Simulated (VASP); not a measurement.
# Nb in VASP: single point with PBE

Aim: the single point of Nb with PBE.

Everything below comes from runs of VASP 6.6.1. Logs are shortened: lines on timing, memory, paths and dates and some standing lists are left out, and cuts for length are marked.

**1. Starting point**

The cell holds a slab with vacuum, 8 atoms: a = 4.706 Å, b = 2.882 Å, c = 21.510 Å, α = 90.00°, β = 90.00°, γ = 90.00°.

The slab is cut from a database's or a generator's crystal, which needn't be the stable form of the element.

**2. Single point, PBE**

Input file INCAR:

```
ALGO = Fast
DIPOL = 0.5 0.5 0.500
EDIFF = 1E-7
ENCUT = 520
GGA = PE
IDIPOL = 3
ISIF = 2
ISMEAR = -1
LASPH = True
LCHARG = False
LDIPOL = True
LREAL = False
LWAVE = False
NBANDS = 62
NELM = 100
PREC = Accurate
SIGMA = 0.15
```

Input file KPOINTS:

```
k-points
0
Gamma
  4 6 1
```

Input file POSCAR:

```
Nb
1.0
    4.7063613917      0.0000000000      0.0000000000
    0.0000000000      2.8820460000      0.0000000000
    0.0000000000      0.0000000000     21.5102668553
Nb
8
Direct
    0.0000000000      0.0000000000      0.2789365674
    0.5000000000      0.6666666771      0.3420975481
    1.0000000000      0.3333333542      0.4052585289
    0.5000000000      0.0000000313      0.4684195096
    1.0000000000      0.6666667084      0.5315804904
    0.5000000000      0.3333333855      0.5947414711
    0.0000000000      0.0000000626      0.6579024519
    0.5000000000      0.6666667398      0.7210634326
```

Potentials or basis: VASP PAW PBE potentials, release 64 (Nb_sv).

Launch:

```console
$ cat potpaw_PBE.64/Nb_sv/POTCAR > POTCAR
$ mpirun -np 1 vasp_std > vasp.out
```

OUTCAR:

```text
EDIFF = 1E-7
   ENCUT = 520
   GGA = PE
   ISIF = 2
   ISMEAR = -1
   LASPH = True
   LREAL = False
   NELM = 100
   PREC = Accurate

 ion  position               nearest neighbor table
   1  0.000  0.000  0.279-   2 2.88   2 2.88   3 2.88
   2  0.500  0.667  0.342-   1 2.88   1 2.88   3 2.88   3 2.88   4 2.88
   3  0.000  0.333  0.405-   4 2.88   4 2.88   2 2.88   2 2.88   1 2.88   5 2.88
   4  0.500  0.000  0.468-   3 2.88   3 2.88   5 2.88   5 2.88   2 2.88   6 2.88
   5  0.000  0.667  0.532-   6 2.88   6 2.88   4 2.88   4 2.88   7 2.88   3 2.88
   6  0.500  0.333  0.595-   5 2.88   5 2.88   7 2.88   7 2.88   4 2.88   8 2.88
   7  0.000  0.000  0.658-   8 2.88   8 2.88   6 2.88   6 2.88   5 2.88
   8  0.500  0.667  0.721-   7 2.88   7 2.88   6 2.88

  LATTYP: Found a simple orthorhombic cell.
 ALAT       =     2.8820460000
 B/A-ratio  =     1.6329931555
 C/A-ratio  =     7.4635404346

  Lattice vectors:

 A1 = (   0.0000000000,  -2.8820460000,   0.0000000000)
 A2 = (   4.7063613917,   0.0000000000,   0.0000000000)
 A3 = (   0.0000000000,   0.0000000000,  21.5102668553)

Analysis of symmetry for initial positions (statically):
=====================================================================
 Subroutine PRICEL returns:
 Original cell was already a primitive cell.

 Routine SETGRP: Setting up the symmetry group for a
 simple orthorhombic supercell.

 Subroutine GETGRP returns: Found  4 space group operations
 (whereof  2 operations were pure point group operations)
 out of a pool of  8 trial point group operations.

The static configuration has the point symmetry C_1h.
 The point group associated with its full space group is C_2h.

Analysis of symmetry for dynamics (positions and initial velocities):
=====================================================================
 Subroutine PRICEL returns:
 Original cell was already a primitive cell.

 Routine SETGRP: Setting up the symmetry group for a
 simple orthorhombic supercell.

 Subroutine GETGRP returns: Found  4 space group operations
 (whereof  2 operations were pure point group operations)
 out of a pool of  8 trial point group operations.

The dynamic configuration has the point symmetry C_1h.
 The point group associated with its full space group is C_2h.

 Subroutine INISYM returns: Found  4 space group operations
 (whereof  2 operations are pure point group operations),
 and found     1 'primitive' translations

----------------------------------------------------------------------------------------

                                     Primitive cell

  volume of cell :     291.7642

  direct lattice vectors                    reciprocal lattice vectors
     4.706361392  0.000000000  0.000000000     0.212478371  0.000000000  0.000000000
     0.000000000  2.882046000  0.000000000     0.000000000  0.346975725  0.000000000
     0.000000000  0.000000000 21.510266855     0.000000000  0.000000000  0.046489428

  length of vectors
     4.706361392  2.882046000 21.510266855     0.212478371  0.346975725  0.046489428

  position of ions in fractional coordinates (direct lattice)
     0.000000000  0.000000000  0.278936567
     0.500000000  0.666666677  0.342097548
     0.000000000  0.333333354  0.405258529
     0.500000000  0.000000031  0.468419510
     0.000000000  0.666666708  0.531580490
     0.500000000  0.333333385  0.594741471
     0.000000000  0.000000063  0.657902452
     0.500000000  0.666666740  0.721063433

  ion indices of the primitive-cell ions
   primitive index   ion index
                 1           1
                 2           2
                 3           3
                 4           4
                 5           5
                 6           6
                 7           7
                 8           8

----------------------------------------------------------------------------------------

 KPOINTS: k-points

Automatic generation of k-mesh.
 Grid dimensions read from file:
 generate k-points for:    4    6    1

 Generating k-lattice:

  Cartesian coordinates                     Fractional coordinates (reciprocal lattice)
     0.053119593  0.000000000  0.000000000     0.250000000  0.000000000  0.000000000
     0.000000000  0.057829287  0.000000000     0.000000000  0.166666667  0.000000000
     0.000000000  0.000000000  0.046489428     0.000000000  0.000000000  1.000000000

  Length of vectors
     0.053119593  0.057829287  0.046489428

  Shift w.r.t. Gamma in fractional coordinates (k-lattice)
     0.000000000  0.000000000  0.000000000

 Subroutine IBZKPT returns following result:
 ===========================================

 Found     12 irreducible k-points:

 Following reciprocal coordinates:
            Coordinates               Weight
  0.000000  0.000000  0.000000      1.000000
  0.250000  0.000000  0.000000      2.000000
  0.500000  0.000000  0.000000      1.000000
  0.000000  0.166667  0.000000      2.000000
  0.250000  0.166667  0.000000      4.000000
  0.500000  0.166667  0.000000      2.000000
  0.000000  0.333333  0.000000      2.000000
  0.250000  0.333333  0.000000      4.000000
  0.500000  0.333333  0.000000      2.000000
  0.000000  0.500000  0.000000      1.000000
  0.250000  0.500000  0.000000      2.000000
  0.500000  0.500000  0.000000      1.000000
   k-points           NKPTS =     12   k-points in BZ     NKDIM =     12   number of bands    NBANDS=     62
   number of dos      NEDOS =    301   number of ions     NIONS =      8
   total plane-waves  NPLWV = 138240
   dimension x,y,z NGX =    36 NGY =   24 NGZ =  160
   dimension x,y,z NGXF=    72 NGYF=   48 NGZF=  320
   ions per type =               8
   NGX,Y,Z   is equivalent  to a cutoff of  12.72, 13.84, 12.37 a.u.
   NGXF,Y,Z  is equivalent  to a cutoff of  25.43, 27.69, 24.73 a.u.
 SYSTEM =  unknown system
   PREC   = accura    normal or accurate (medium, high low for compatibility)
   ISTART =      0    job   : 0-new  1-cont  2-samecut
   ICHARG =      2    charge: 1-file 2-atom 10-const
   ISPIN  =      1    spin polarized calculation?
   LNONCOLLINEAR =      F non collinear calculations
   LSORBIT =      F    spin-orbit coupling
   LASPH  =      T    aspherical Exc in radial PAW
   ENCUT  =  520.0 eV  38.22 Ry    6.18 a.u.   8.75  5.36 39.99*2*pi/ulx,y,z
   NELM   =    100;   NELMIN=  2; NELMDL= -5     # of ELM steps
   EDIFF  = 0.1E-06   stopping-criterion for ELM
   LREAL  =      F    real-space projection
   EDIFFG = 0.1E-05   stopping-criterion for IOM
   NSW    =      0    number of steps for IOM
   IBRION =     -1    ionic relax: 0-MD 1-quasi-New 2-CG
   NFREE  =      0    steps in history (QN), initial steepest desc. (CG)
   ISIF   =      2    stress and relaxation
   ISYM   =      2    0-nonsym 1-usesym 2-fastsym
   POTIM  = 0.5000    time-step for ionic-motion
   TEBEG  =    0.0;   TEEND  =   0.0 temperature during run
   PSTRESS=    0.0 pullay stress
   NELECT =     104.0000    total number of electrons
   NUPDOWN=      -1.0000    fix difference up-down
   EMIN   =  10.00;   EMAX   =-10.00  energy-range for DOS
   EFERMI =   0.00;   METHOD = LEGACY
   ISMEAR =    -1;   SIGMA  =   0.15  broadening in eV -4-tet -1-fermi 0-gaus
   EFERMI_NEDOS =   21; number of points for ismear=-14 and -15
   IALGO  =     68    algorithm
   IMIX   =      4    mixing-type and parameters
     AMIX     =   0.40;   BMIX     =  1.00
     AMIX_MAG =   1.60;   BMIX_MAG =  1.00
  volume/ion in A,a.u.               =      36.47       246.12
  Fermi-wavevector in a.u.,A,eV,Ry     =   1.160759  2.193516 18.331956  1.347361
  Thomas-Fermi vector in A             =   2.297338
   LORBIT       =      0    0 simple, 1 ext, 2 COOP (PROOUT), +10 PAW based schemes
   GGA     = PE    functional components
   LHFCALC =     F    Hartree Fock is set to
   AEXX    =    0.0000 exact exchange contribution
   IVDW    =     0    specifies the selected vdW correction
   LEPSILON=     F    determine dielectric tensor
   LRPA    =     F    only Hartree local field effects (RPA)
 non-spin polarized calculation
 RMM-DIIS sequential band-by-band and
  energy-cutoff  :      520.00
  volume of cell :      291.76
 maximum number of plane-waves:      7910
 NGX is ok and might be reduce to    36
   NGX = 17   NGY = 11   NGZ = 79

 number of electron     104.0000004 magnetization

 dipolmoment           0.000000      0.000000      0.000000 electrons x Angstroem

 Free energy of the ion-electron system (eV)
  ---------------------------------------------------
  ext. energy  EPLUGINS =         0.00000000
  ---------------------------------------------------
  free energy    TOTEN  =       -77.84395582 eV

  energy without entropy =      -76.97139390  energy(sigma->0) =      -77.40767486

 E-fermi :   3.8565     XC(G=0):  -7.3249

 val. band max:        3.8424876773   @ k =   0.2500   0.5000   0.0000
 cond. band min:       3.8930265392   @ k =   0.0000   0.3333   0.0000
 fundamental gap:      0.0505388619
 Fermi energy:         3.8565111879

 k-point     1 :       0.0000    0.0000    0.0000
  band No.  band energies     occupation
      1     -50.9040      2.00000
      2     -50.9038      2.00000
      3     -50.6255      2.00000
      4     -50.5989      2.00000
      5     -50.5137      2.00000
      6     -50.4765      2.00000
[... 54 lines left out ...]
     61       6.1789      0.00000
     62       6.3542      0.00000

 k-point     2 :       0.2500    0.0000    0.0000
  band No.  band energies     occupation
      1     -50.8987      2.00000
      2     -50.8985      2.00000
      3     -50.6068      2.00000
      4     -50.5894      2.00000
      5     -50.5153      2.00000
      6     -50.4890      2.00000
[... 639 lines left out ...]
     61       6.2207      0.00000
     62       6.4670      0.00000

 k-point    12 :       0.5000    0.5000    0.0000
  band No.  band energies     occupation
      1     -50.7983      2.00000
      2     -50.7983      2.00000
      3     -50.4816      2.00000
      4     -50.4816      2.00000
      5     -50.4156      2.00000
      6     -50.4156      2.00000
[... 54 lines left out ...]
     61       6.3269      0.00000
     62       6.4690      0.00000

------------------------ aborting loop because EDIFF is reached ----------------------------------------

 vacuum level on the upper side and lower side of the slab       (xc-potential included)        -0.410        -0.410

  FORCE on cell =-STRESS in cart. coord.  units (eV):
  Direction    XX          YY          ZZ          XY          YZ          ZX
  --------------------------------------------------------------------------------------
  -------------------------------------------------------------------------------------
  Total       -8.0173850    -10.4854515     -6.5879574      0.0000000     -0.1557093      0.0000000
  in kB      -44.0262141    -57.5792150    -36.1767362      0.0000000     -0.8550531      0.0000000
  external PRESSURE =     -45.9273884 kB  Pullay stress =       0.0000000 kB

 VOLUME and BASIS-vectors are now :
 -----------------------------------------------------------------------------
  energy-cutoff  :      520.00
  volume of cell :      291.76
      direct lattice vectors                 reciprocal lattice vectors
     4.706361392  0.000000000  0.000000000     0.212478371  0.000000000  0.000000000
     0.000000000  2.882046000  0.000000000     0.000000000  0.346975725  0.000000000
     0.000000000  0.000000000 21.510266855     0.000000000  0.000000000  0.046489428

 POSITION                                       TOTAL-FORCE (eV/Angst)
 -----------------------------------------------------------------------------------
      0.00000      0.00000      6.00000         0.000000      0.145655      1.227643
      2.35318      1.92136      7.35861         0.000000     -0.229034     -0.403516
      0.00000      0.96068      8.71722         0.000000      0.082683     -0.649145
      2.35318      0.00000     10.07583         0.000000     -0.007389      0.160573
      0.00000      1.92136     11.43444         0.000000      0.007389     -0.160573
      2.35318      0.96068     12.79305         0.000000     -0.082683      0.649145
      0.00000      0.00000     14.15166         0.000000      0.229034      0.403516
      2.35318      1.92136     15.51027         0.000000     -0.145655     -1.227643
 -----------------------------------------------------------------------------------
    total drift:                                0.000000      0.000002      0.000000

  FREE ENERGIE OF THE ION-ELECTRON SYSTEM (eV)
  ---------------------------------------------------
  free  energy   TOTEN  =       -77.8439558155 eV

  energy  without entropy=      -76.9713939045  energy(sigma->0) =      -77.40767486

 vacuum level on the upper side and lower side of the slab         7.088         7.088
```

Wall time 12 min (1 thread of Intel Xeon 6975P-C (Granite Rapids), shared host); peak memory 0.42 GiB.

Results:

```
Free energy            : -77.8440 eV
Largest force          : 1.236 eV/Å
Band gap on the k mesh : none (metal or under the smearing width)
```

Forces on the atoms (eV/Å):
```
Nb   0.000  0.146  1.228
Nb   0.000 -0.229 -0.404
Nb   0.000  0.083 -0.649
Nb   0.000 -0.007  0.161
Nb   0.000  0.007 -0.161
Nb   0.000 -0.083  0.649
Nb   0.000  0.229  0.404
Nb   0.000 -0.146 -1.228
```

Caveat: the k mesh is coarse (spacing up to 0.36 Å⁻¹), so the values aren't converged.
